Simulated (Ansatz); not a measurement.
# HfC: strong compression

How does HfC (WC type) answer strong compression, and how long do frozen cores keep up with all electrons? Methods of the runs shown: LAPW, crystal datasets and norm-conserving. Companion runs by PAW are cited. Its runs: the reference run (LAPW); volume scaled by 1 (crystal datasets and norm-conserving); volume scaled by 0.94 (LAPW and norm-conserving); volume scaled by 0.88 (LAPW and crystal datasets); volume scaled by 0.8 (LAPW); volume scaled by 0.72 (LAPW); volume scaled by 0.64 (LAPW); volume scaled by 0.55 (LAPW, crystal datasets and norm-conserving).

Program: Ansatz 0.2.0. Level of theory: DFT PBE, with the methods named in each step. These are calculated values, not measurements.

**1. The starting structure**

Symmetry: P-6m2, No. 187, hexagonal system. Conventional cell: a = 3.235 Å, b = 3.235 Å, c = 2.914 Å, α = 90.00°, β = 90.00°, γ = 120.00°. Hf (site symmetry -6m2) has 6 C at 2.37 Å as nearest neighbours. C (site symmetry -6m2) has 6 Hf at 2.37 Å as nearest neighbours.

Coordinates:

```xyz
2
Lattice="3.2355 0.0000 0.0000 -1.6177 2.8020 0.0000 0.0000 0.0000 2.9144" Properties=species:S:1:pos:R:3 pbc="T T T"
Hf    0.0000    0.0000    0.0000
C     0.0000    1.8680    1.4572
```

Whether this phase is the stable one at these pressures isn't tested.

Atoms are numbered in the order of the input: Hf1, C2.

**2. The reference volume, LAPW**

Input file input.yaml:

```yaml
crystal:
  lattice:
    - [3.2354803994, 0.0, 0.0]
    - [-1.6177401997, 2.8020082193, 0.0]
    - [0.0, 0.0, 2.9143827057]
  atoms:
    - { symbol: Hf, position: [0.0, 0.0, 0.0] }
    - { symbol: C, position: [0.3333333333, 0.6666666667, 0.5] }
kpoints:
  mp_grid: { grid: [14, 14, 13] }
  band_path:
    path:
      - [0.0, 0.0, 0.0]
      - [0.5, 0.0, 0.0]
      - [0.3333333333, 0.3333333333, 0.0]
      - [0.0, 0.0, 0.0]
      - [0.0, 0.0, 0.5]
      - [0.5, 0.0, 0.5]
      - [0.3333333333, 0.3333333333, 0.5]
      - [0.0, 0.0, 0.5]
      - [0.5, 0.0, 0.5]
    npoints: 14
scf:
  occupations: { method: fermi_dirac, width: 0.08 }
hamiltonian:
  xc: pbe
  pseudopotentials: { kind: all_electron, lapw: { basis_error: 0.001 } }
output:
  forces: true
  stress: true
  eigenvalues: true
  populations: true
  dos: { projected: true, de: 0.2, e_range: [-14, 8] }
```

Launch:

```console
> ansatz run input.yaml --threads 1 --pin off --max-ram 2048MiB --backend cpu --events-out ev --progress --plain --runs-dir out
```

**3. Volume scaled by 1, crystal datasets**

Input file input.yaml:

```yaml
crystal:
  lattice:
    - [3.2354803994, 0.0, 0.0]
    - [-1.6177401997, 2.8020082193, 0.0]
    - [0.0, 0.0, 2.9143827057]
  atoms:
    - { symbol: Hf, position: [0.0, 0.0, 0.0] }
    - { symbol: C, position: [0.3333333333, 0.6666666667, 0.5] }
kpoints:
  mp_grid: { grid: [14, 14, 13] }
scf:
  occupations: { method: fermi_dirac, width: 0.08 }
hamiltonian:
  xc: pbe
  pseudopotentials: { kind: all_electron, datasets: crystal }
output:
  forces: true
  stress: true
  eigenvalues: true
```

**4. Volume scaled by 1, norm-conserving**

Edit input.yaml of step 3 so:

```diff
@@ -14,3 +14,3 @@
   xc: pbe
-  pseudopotentials: { kind: all_electron, datasets: crystal }
+  pseudopotentials: { kind: nc }
 output:
```

**5. Volume scaled by 0.94, LAPW**

Input file input.yaml:

```yaml
crystal:
  lattice:
    - [3.1609184419, 0.0, 0.0]
    - [-1.580459221, 2.7374356699, 0.0]
    - [0.0, 0.0, 2.8702875054]
  atoms:
    - { symbol: Hf, position: [0.0, 0.0, 0.0] }
    - { symbol: C, position: [0.3333333333, 0.6666666667, 0.5] }
kpoints:
  mp_grid: { grid: [14, 14, 13] }
scf:
  occupations: { method: fermi_dirac, width: 0.08 }
hamiltonian:
  xc: pbe
  pseudopotentials: { kind: all_electron, lapw: { basis_error: 0.001 } }
output:
  forces: true
  stress: true
  eigenvalues: true
  populations: true
```

**6. Volume scaled by 0.94, norm-conserving**

Edit input.yaml of step 5 so:

```diff
@@ -14,3 +14,3 @@
   xc: pbe
-  pseudopotentials: { kind: all_electron, lapw: { basis_error: 0.001 } }
+  pseudopotentials: { kind: nc }
 output:
@@ -19,2 +19 @@
   eigenvalues: true
-  populations: true
```

**7. Volume scaled by 0.88, LAPW**

Input file input.yaml:

```yaml
crystal:
  lattice:
    - [3.0833603594, 0.0, 0.0]
    - [-1.5416801797, 2.6702684002, 0.0]
    - [0.0, 0.0, 2.8239579804]
  atoms:
    - { symbol: Hf, position: [0.0, 0.0, 0.0] }
    - { symbol: C, position: [0.3333333333, 0.6666666667, 0.5] }
kpoints:
  mp_grid: { grid: [14, 14, 13] }
scf:
  occupations: { method: fermi_dirac, width: 0.08 }
hamiltonian:
  xc: pbe
  pseudopotentials: { kind: all_electron, lapw: { basis_error: 0.001 } }
output:
  forces: true
  stress: true
  eigenvalues: true
  populations: true
```

**8. Volume scaled by 0.88, crystal datasets**

Edit input.yaml of step 7 so:

```diff
@@ -14,3 +14,3 @@
   xc: pbe
-  pseudopotentials: { kind: all_electron, lapw: { basis_error: 0.001 } }
+  pseudopotentials: { kind: all_electron, datasets: crystal }
 output:
@@ -19,2 +19 @@
   eigenvalues: true
-  populations: true
```

**9. Volume scaled by 0.8, LAPW**

Input file input.yaml:

```yaml
crystal:
  lattice:
    - [2.9746356729, 1.0e-10, 0.0]
    - [-1.4873178365, 2.5761100597, 0.0]
    - [0.0, 0.0, 2.7583320823]
  atoms:
    - { symbol: Hf, position: [0.0, 0.0, 0.0] }
    - { symbol: C, position: [0.3333333333, 0.6666666667, 0.5] }
kpoints:
  mp_grid: { grid: [14, 14, 13] }
scf:
  occupations: { method: fermi_dirac, width: 0.08 }
hamiltonian:
  xc: pbe
  pseudopotentials: { kind: all_electron, lapw: { basis_error: 0.001 } }
output:
  forces: true
  stress: true
  eigenvalues: true
  populations: true
```

**10. Volume scaled by 0.72, LAPW**

Edit input.yaml of step 9 so:

```diff
@@ -2,5 +2,5 @@
   lattice:
-    - [2.9746356729, 1.0e-10, 0.0]
-    - [-1.4873178365, 2.5761100597, 0.0]
-    - [0.0, 0.0, 2.7583320823]
+    - [2.8574416285, 0.0, 0.0]
+    - [-1.4287208142, 2.4746170401, 0.0]
+    - [0.0, 0.0, 2.6903072938]
   atoms:
```

**11. Volume scaled by 0.64, LAPW**

Edit input.yaml of step 10 so:

```diff
@@ -2,5 +2,5 @@
   lattice:
-    - [2.8574416285, 0.0, 0.0]
-    - [-1.4287208142, 2.4746170401, 0.0]
-    - [0.0, 0.0, 2.6903072938]
+    - [2.7301377281, 0.0, 0.0]
+    - [-1.3650688641, 2.3643686284, 0.0]
+    - [0.0, 0.0, 2.6196000394]
   atoms:
```

**12. Volume scaled by 0.55, LAPW**

Input file input.yaml:

```yaml
crystal:
  lattice:
    - [2.5684860597, 0.0, 0.0]
    - [-1.2842430298, 2.2243741769, 0.0]
    - [0.0, 0.0, 2.5435038015]
  atoms:
    - { symbol: Hf, position: [0.0, 0.0, 0.0] }
    - { symbol: C, position: [0.3333333333, 0.6666666667, 0.5] }
kpoints:
  mp_grid: { grid: [14, 14, 13] }
  band_path:
    path:
      - [0.0, 0.0, 0.0]
      - [0.5, 0.0, 0.0]
      - [0.3333333333, 0.3333333333, 0.0]
      - [0.0, 0.0, 0.0]
      - [0.0, 0.0, 0.5]
      - [0.5, 0.0, 0.5]
      - [0.3333333333, 0.3333333333, 0.5]
      - [0.0, 0.0, 0.5]
      - [0.5, 0.0, 0.5]
    npoints: 8
scf:
  occupations: { method: fermi_dirac, width: 0.08 }
hamiltonian:
  xc: pbe
  pseudopotentials: { kind: all_electron, lapw: { basis_error: 0.001 } }
output:
  forces: true
  stress: true
  eigenvalues: true
  populations: true
  dos: { projected: true, de: 0.2, e_range: [-14, 8] }
```

**13. Volume scaled by 0.55, crystal datasets**

Input file input.yaml:

```yaml
crystal:
  lattice:
    - [2.5684860597, 0.0, 0.0]
    - [-1.2842430298, 2.2243741769, 0.0]
    - [0.0, 0.0, 2.5435038015]
  atoms:
    - { symbol: Hf, position: [0.0, 0.0, 0.0] }
    - { symbol: C, position: [0.3333333333, 0.6666666667, 0.5] }
kpoints:
  mp_grid: { grid: [14, 14, 13] }
scf:
  occupations: { method: fermi_dirac, width: 0.08 }
hamiltonian:
  xc: pbe
  pseudopotentials: { kind: all_electron, datasets: crystal }
output:
  forces: true
  stress: true
  eigenvalues: true
```

**14. Volume scaled by 0.55, norm-conserving**

Edit input.yaml of step 13 so:

```diff
@@ -14,3 +14,3 @@
   xc: pbe
-  pseudopotentials: { kind: all_electron, datasets: crystal }
+  pseudopotentials: { kind: nc }
 output:
```

(Steps that only read results are left out.)

What does the calculation give? Wanted: LAPW pressure at 0.55 of the volume; PAW pressure at 0.55 of the volume; crystal datasets pressure at 0.55 of the volume; norm-conserving pressure at 0.55 of the volume; fitted bulk modulus at zero pressure.

As calculated:

| quantity | value |
| --- | --- |
| LAPW pressure at 0.55 of the volume | 349.8 GPa |
| PAW pressure at 0.55 of the volume | 349.1 GPa |
| PAW (cutoff 1000 eV) pressure at 0.55 of the volume | 348.9 GPa |
| crystal datasets pressure at 0.55 of the volume | 349.8 GPa |
| norm-conserving pressure at 0.55 of the volume | 349.1 GPa |
| fitted bulk modulus at zero pressure (LAPW) | 200 GPa |
| its pressure derivative | 3.67 |

At 0.55 of the starting volume LAPW gives 350 GPa. One third-order Birch-Murnaghan curve follows these points (B₀ = 200 GPa, B′ = 3.67, misfit at most 0.24 GPa). A fit over so wide a range leans to the high pressures, so B₀ can be off by several per cent. Where LAPW's pressure is over 3 GPa, PAW's departs from it by at most 0.5 %, at 0.94 of the volume. The ions are at rest, and the electrons smeared by 0.08 eV. Spin-orbit coupling is left out, though the cell holds Hf; in elements this heavy it can shift bands and gaps by tenths of an eV.
